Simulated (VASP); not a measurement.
# GaAs (F-43m) in VASP: single point with PBEsol

Aim: the single point of GaAs with PBEsol.

Program: VASP 6.6.1. These are calculated values, not measurements. Logs are shortened: lines on timing, memory, paths and dates and some standing lists are left out, and cuts for length are marked.

### 1 Starting point

It takes space group F-43m (No. 216, cubic). The conventional cell has a = 5.658 Å, b = 5.658 Å, c = 5.658 Å, α = 90.00°, β = 90.00°, γ = 90.00°. Ga (site symmetry -43m) is surrounded by 4 As at 2.45 Å. Around As (site symmetry -43m) lie 4 Ga at 2.45 Å.

### 2 Single point, PBEsol, non-collinear spin, zero start, spin-orbit coupling

Input file INCAR:

```
SYSTEM = GaAs
PREC = Accurate
ENCUT = 520
EDIFF = 1E-7
ISMEAR = -1
SIGMA = 0.01
LREAL = .False.
LASPH = .True.
NELM = 150
ALGO = Normal
ISIF = 2
LWAVE = .False.
LCHARG = .False.
MAGMOM = 0 0 0 0 0 0
LORBIT = 11
LSORBIT = .True.
GGA_COMPAT = .False.
LORBMOM = .True.
GGA = PS
NBANDS = 30
```

Input file KPOINTS:

```
Automatic mesh
0
Gamma
  8 8 8
  0 0 0
```

Input file POSCAR:

```
GaAs
1.0
    0.0000000000      2.8290523326      2.8290523326
    2.8290523326      0.0000000000      2.8290523326
    2.8290523326      2.8290523326      0.0000000000
Ga As
1 1
Direct
    0.0000000000      0.0000000000      0.0000000000
    0.7500000000      0.7500000000      0.7500000000
```

Potentials or basis: VASP PAW PBE potentials, release 64 (Ga_d, As).

Command:

```
$ cat potpaw_PBE.64/Ga_d/POTCAR potpaw_PBE.64/As/POTCAR > POTCAR
$ mpirun -np 1 vasp_ncl > vasp.out
```

OUTCAR:

```text
SYSTEM = GaAs
   PREC = Accurate
   ENCUT = 520
   EDIFF = 1E-7
   ISMEAR = -1
   LREAL = .False.
   LASPH = .True.
   NELM = 150
   ISIF = 2
   LORBIT = 11
   LSORBIT = .True.
   GGA = PS

 ion  position               nearest neighbor table
   1  0.000  0.000  0.000-   2 2.45   2 2.45   2 2.45   2 2.45
   2  0.750  0.750  0.750-   1 2.45   1 2.45   1 2.45   1 2.45

  LATTYP: Found a face centered cubic cell.
 ALAT       =     5.6581046652

  Lattice vectors:

 A1 = (   0.0000000000,   2.8290523326,   2.8290523326)
 A2 = (   2.8290523326,   0.0000000000,   2.8290523326)
 A3 = (   2.8290523326,   2.8290523326,   0.0000000000)

Analysis of symmetry for initial positions (statically):
=====================================================================
 Subroutine PRICEL returns:
 Original cell was already a primitive cell.

 Routine SETGRP: Setting up the symmetry group for a
 face centered cubic supercell.

 Subroutine GETGRP returns: Found 24 space group operations
 (whereof 24 operations were pure point group operations)
 out of a pool of 48 trial point group operations.

The static configuration has the point symmetry T_d .

Analysis of symmetry for dynamics (positions and initial velocities):
=====================================================================
 Subroutine PRICEL returns:
 Original cell was already a primitive cell.

 Routine SETGRP: Setting up the symmetry group for a
 face centered cubic supercell.

 Subroutine GETGRP returns: Found 24 space group operations
 (whereof 24 operations were pure point group operations)
 out of a pool of 48 trial point group operations.

The dynamic configuration has the point symmetry T_d .

Analysis of structural, dynamic, and magnetic symmetry:
=====================================================================
 Subroutine PRICEL returns:
 Original cell was already a primitive cell.

 Routine SETGRP: Setting up the symmetry group for a
 face centered cubic supercell.

 Subroutine GETGRP returns: Found 24 space group operations
 (whereof 24 operations were pure point group operations)
 out of a pool of 48 trial point group operations.

The overall configuration has the point symmetry T_d .

 Subroutine INISYM returns: Found 24 space group operations
 (whereof 24 operations are pure point group operations),
 and found     1 'primitive' translations

----------------------------------------------------------------------------------------

                                     Primitive cell

  volume of cell :      45.2849

  direct lattice vectors                    reciprocal lattice vectors
     0.000000000  2.829052333  2.829052333    -0.176737628  0.176737628  0.176737628
     2.829052333  0.000000000  2.829052333     0.176737628 -0.176737628  0.176737628
     2.829052333  2.829052333  0.000000000     0.176737628  0.176737628 -0.176737628

  length of vectors
     4.000884177  4.000884177  4.000884177     0.306118552  0.306118552  0.306118552

  position of ions in fractional coordinates (direct lattice)
     0.000000000  0.000000000  0.000000000
     0.750000000  0.750000000  0.750000000

  ion indices of the primitive-cell ions
   primitive index   ion index
                 1           1
                 2           2

----------------------------------------------------------------------------------------

 KPOINTS: Automatic mesh

Automatic generation of k-mesh.
 Grid dimensions read from file:
 generate k-points for:    8    8    8

 Generating k-lattice:

  Cartesian coordinates                     Fractional coordinates (reciprocal lattice)
    -0.022092204  0.022092204  0.022092204     0.125000000  0.000000000  0.000000000
     0.022092204 -0.022092204  0.022092204     0.000000000  0.125000000  0.000000000
     0.022092204  0.022092204 -0.022092204     0.000000000  0.000000000  0.125000000

  Length of vectors
     0.038264819  0.038264819  0.038264819

  Shift w.r.t. Gamma in fractional coordinates (k-lattice)
     0.000000000  0.000000000  0.000000000

 Subroutine IBZKPT returns following result:
 ===========================================

 Found     43 irreducible k-points:

 Following reciprocal coordinates:
            Coordinates               Weight
  0.000000  0.000000  0.000000      1.000000
  0.125000  0.000000  0.000000      4.000000
 -0.125000  0.000000  0.000000      4.000000
  0.250000  0.000000  0.000000      4.000000
 -0.250000  0.000000  0.000000      4.000000
  0.375000  0.000000  0.000000      4.000000
[... 16 lines left out ...]
 -0.375000 -0.250000  0.000000     12.000000
  0.500000  0.250000  0.000000     12.000000
 [... further k-points ...]
   k-points           NKPTS =     43   k-points in BZ     NKDIM =     43   number of bands    NBANDS=     30
[... 25 lines left out ...]
   POTIM  = 0.5000    time-step for ionic-motion
   TEBEG  =    0.0;   TEEND  =   0.0 temperature during run
   PSTRESS=    0.0 pullay stress
   NELECT =      18.0000    total number of electrons
   NUPDOWN=      -1.0000    fix difference up-down
   EMIN   =  10.00;   EMAX   =-10.00  energy-range for DOS
   EFERMI =   0.00;   METHOD = LEGACY
   ISMEAR =    -1;   SIGMA  =   0.01  broadening in eV -4-tet -1-fermi 0-gaus
   EFERMI_NEDOS =   21; number of points for ismear=-14 and -15
   IALGO  =     38    algorithm
   IMIX   =      4    mixing-type and parameters
     AMIX     =   0.40;   BMIX     =  1.00
     AMIX_MAG =   1.60;   BMIX_MAG =  1.00
  volume/ion in A,a.u.               =      22.64       152.80
  Fermi-wavevector in a.u.,A,eV,Ry     =   1.203690  2.274644 19.713071  1.448870
  Thomas-Fermi vector in A             =   2.339436
   LORBIT       =     11    0 simple, 1 ext, 2 COOP (PROOUT), +10 PAW based schemes
   GGA     = PS    functional components
   LHFCALC =     F    Hartree Fock is set to
   AEXX    =    0.0000 exact exchange contribution
   IVDW    =     0    specifies the selected vdW correction
   LEPSILON=     F    determine dielectric tensor
   LRPA    =     F    only Hartree local field effects (RPA)
  energy-cutoff  :      520.00
  volume of cell :       45.28
 maximum number of plane-waves:      2486
 NGX is ok and might be reduce to    30
   NGX = 15   NGY = 15   NGZ = 15

 number of electron      17.9999993 magnetization      -0.0000000     -0.0000000     -0.0000000

 number of electron      17.9999993 magnetization       0.0000000      0.0000000      0.0000000

 number of electron      17.9999993 magnetization       0.0000000     -0.0000000     -0.0000000

 Free energy of the ion-electron system (eV)
  ---------------------------------------------------
  ext. energy  EPLUGINS =         0.00000000
  ---------------------------------------------------
  free energy    TOTEN  =        -9.10532720 eV

  energy without entropy =       -9.10532720  energy(sigma->0) =       -9.10532720

 E-fermi :   4.0618     XC(G=0):  -9.7616

 val. band max:        3.8929306837   @ k =   0.0000   0.0000   0.0000
 cond. band min:       4.2226521333   @ k =   0.0000   0.0000   0.0000
 fundamental gap:      0.3297214497
 Fermi energy:         4.0618286379

 k-point     1 :       0.0000    0.0000    0.0000
  band No.  band energies     occupation
      1     -11.2328      1.00000
      2     -11.2328      1.00000
      3     -11.2328      1.00000
      4     -11.2328      1.00000
      5     -10.8088      1.00000
      6     -10.8088      1.00000
[... 781 lines left out ...]
     29      15.7400      0.00000
     30      15.7416      0.00000

 [... further k-points ...]

------------------------ aborting loop because EDIFF is reached ----------------------------------------

  FORCE on cell =-STRESS in cart. coord.  units (eV):
  Direction    XX          YY          ZZ          XY          YZ          ZX
  --------------------------------------------------------------------------------------
  -------------------------------------------------------------------------------------
  Total        0.0461076      0.0461076      0.0461076     -0.0000000     -0.0000000     -0.0000000
  in kB        1.6312871      1.6312871      1.6312871     -0.0000000     -0.0000000     -0.0000000
  external PRESSURE =       1.6312871 kB  Pullay stress =       0.0000000 kB

 VOLUME and BASIS-vectors are now :
 -----------------------------------------------------------------------------
  energy-cutoff  :      520.00
  volume of cell :       45.28
      direct lattice vectors                 reciprocal lattice vectors
     0.000000000  2.829052333  2.829052333    -0.176737628  0.176737628  0.176737628
     2.829052333  0.000000000  2.829052333     0.176737628 -0.176737628  0.176737628
     2.829052333  2.829052333  0.000000000     0.176737628  0.176737628 -0.176737628

 POSITION                                       TOTAL-FORCE (eV/Angst)
 -----------------------------------------------------------------------------------
      0.00000      0.00000      0.00000         0.000000     -0.000000     -0.000000
      4.24358      4.24358      4.24358        -0.000000      0.000000      0.000000
 -----------------------------------------------------------------------------------
    total drift:                                0.000000      0.000000      0.000000

  FREE ENERGIE OF THE ION-ELECTRON SYSTEM (eV)
  ---------------------------------------------------
  free  energy   TOTEN  =        -9.1053272000 eV

  energy  without entropy=       -9.1053271999  energy(sigma->0) =       -9.10532720

 orbital moment (x)

 # of ion     p       d       tot
 ----------------------------------------
  1        -0.000  -0.000  -0.000
  2         0.000  -0.000  -0.000
 ----------------------------------------
           -0.000  -0.000  -0.000

 orbital moment (y)

 # of ion     p       d       tot
 ----------------------------------------
  1        -0.000  -0.000  -0.000
  2        -0.000  -0.000  -0.000
 ----------------------------------------
           -0.000  -0.000  -0.000

 orbital moment (z)

 # of ion     p       d       tot
 ----------------------------------------
  1        -0.000   0.000  -0.000
  2        -0.000  -0.000  -0.000
 ----------------------------------------
           -0.000  -0.000  -0.000

 Spin-Orbit-Coupling matrix elements

 Ion:    1  E_soc:     -0.0120063
 l=   1
     0.0000000    -0.0011638    -0.0011638
    -0.0011638     0.0000000    -0.0011638
    -0.0011638    -0.0011638     0.0000000
 l=   2
     0.0000000    -0.0001666     0.0000000    -0.0001666    -0.0006706
    -0.0001666     0.0000000    -0.0005029    -0.0001666    -0.0001676
     0.0000000    -0.0005029     0.0000000    -0.0005029     0.0000000
    -0.0001666    -0.0001666    -0.0005029     0.0000000    -0.0001676
    -0.0006706    -0.0001676     0.0000000    -0.0001676     0.0000000
 l=   3
     0.0000000     0.0000000     0.0000000     0.0000000     0.0000000     0.0000000     0.0000000
     0.0000000     0.0000000     0.0000000     0.0000000     0.0000000     0.0000000     0.0000000
     0.0000000     0.0000000     0.0000000     0.0000000     0.0000000     0.0000000     0.0000000
     0.0000000     0.0000000     0.0000000     0.0000000     0.0000000     0.0000000     0.0000000
     0.0000000     0.0000000     0.0000000     0.0000000     0.0000000     0.0000000     0.0000000
     0.0000000     0.0000000     0.0000000     0.0000000     0.0000000     0.0000000     0.0000000
     0.0000000     0.0000000     0.0000000     0.0000000     0.0000000     0.0000000     0.0000000

 Ion:    2  E_soc:     -0.0240451
 l=   1
     0.0000000    -0.0040000    -0.0040000
    -0.0040000     0.0000000    -0.0040000
    -0.0040000    -0.0040000     0.0000000
 l=   2
     0.0000000    -0.0000036     0.0000000    -0.0000036    -0.0000039
    -0.0000036     0.0000000    -0.0000029    -0.0000036    -0.0000010
     0.0000000    -0.0000029     0.0000000    -0.0000029     0.0000000
    -0.0000036    -0.0000036    -0.0000029     0.0000000    -0.0000010
    -0.0000039    -0.0000010     0.0000000    -0.0000010     0.0000000
 l=   3
     0.0000000     0.0000000     0.0000000     0.0000000     0.0000000     0.0000000     0.0000000
     0.0000000     0.0000000     0.0000000     0.0000000     0.0000000     0.0000000     0.0000000
     0.0000000     0.0000000     0.0000000     0.0000000     0.0000000     0.0000000     0.0000000
     0.0000000     0.0000000     0.0000000     0.0000000     0.0000000     0.0000000     0.0000000
     0.0000000     0.0000000     0.0000000     0.0000000     0.0000000     0.0000000     0.0000000
     0.0000000     0.0000000     0.0000000     0.0000000     0.0000000     0.0000000     0.0000000
     0.0000000     0.0000000     0.0000000     0.0000000     0.0000000     0.0000000     0.0000000

 total charge

# of ion       s       p       d       tot
------------------------------------------
    1        0.883   0.801   9.994  11.678
    2        1.212   1.589   0.031   2.832
--------------------------------------------------
tot          2.095   2.390  10.025  14.510

 magnetization (x)

# of ion       s       p       d       tot
------------------------------------------
    1        0.000   0.000   0.000   0.000
    2       -0.000  -0.000   0.000  -0.000
--------------------------------------------------
tot          0.000   0.000   0.000   0.000

 magnetization (y)

# of ion       s       p       d       tot
------------------------------------------
    1        0.000   0.000   0.000   0.000
    2        0.000   0.000   0.000   0.000
--------------------------------------------------
tot          0.000   0.000   0.000   0.000

 magnetization (z)

# of ion       s       p       d       tot
------------------------------------------
    1        0.000  -0.000   0.000  -0.000
    2       -0.000   0.000  -0.000   0.000
--------------------------------------------------
tot         -0.000  -0.000   0.000  -0.000
```

Run time: 1.7 min. Hardware: 1 thread of Intel Xeon Platinum 8488C (Sapphire Rapids), shared host; peak memory 0.32 GiB.

Results:

- Free energy: -9.1053 eV
- Pressure: 0.2 GPa
- Net moment: 0.00 μB per cell
- Valence electrons inside the program's atomic spheres: Ga 11.68; As 2.83

Moments on the atoms (μB; x, y, z):
```
Ga  0.00 0.00 0.00
As  0.00 0.00 0.00
```

Caveat: the PAW data sets were made with another functional, which shifts forces and pressure a little.
